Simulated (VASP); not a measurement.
ZnO (zincite), 4 atoms in the cell. It takes space group P6_3mc (No. 186, hexagonal). The conventional cell has a = 3.249 Å, b = 3.249 Å, c = 5.206 Å, α = 90.00°, β = 90.00°, γ = 120.00°. Zn (site symmetry 3m) is surrounded by 4 O at 1.97 to 1.98 Å. O (site symmetry 3m) has 4 Zn at 1.97 to 1.98 Å as nearest neighbours. 

```yaml
Program: VASP 6.6.1
Task: single point
Functional: PBE
Dispersion: D4
Potentials_or_basis: VASP PAW PBE potentials, release 64 (Zn, O)
Cutoff: 520 eV
k_mesh: 6 × 6 × 4
Occupations: gaussian, width 0.01 eV
Spin: no spin polarisation
Dipole_correction: no
Further_INCAR_settings: ALGO = Normal; EDIFF = 1e-06; NBANDS = 26
```

Potentials or basis: VASP PAW PBE potentials, release 64 (Zn, O).

Run with:

```bash
$ cat potpaw_PBE.64/Zn/POTCAR potpaw_PBE.64/O/POTCAR > POTCAR
$ mpirun -np 1 vasp_std > vasp.out
```

Hardware: 1 thread of Intel(R) Xeon(R) Platinum 8488C (Sapphire Rapids) (shared host).

**Question.** Estimate the wall time of this run.

**Answer.** It took 14 s on 1 thread of Intel(R) Xeon(R) Platinum 8488C (Sapphire Rapids), on a shared host, peak memory 0.17 GiB. Counts: scf iterations 15, k points 21.
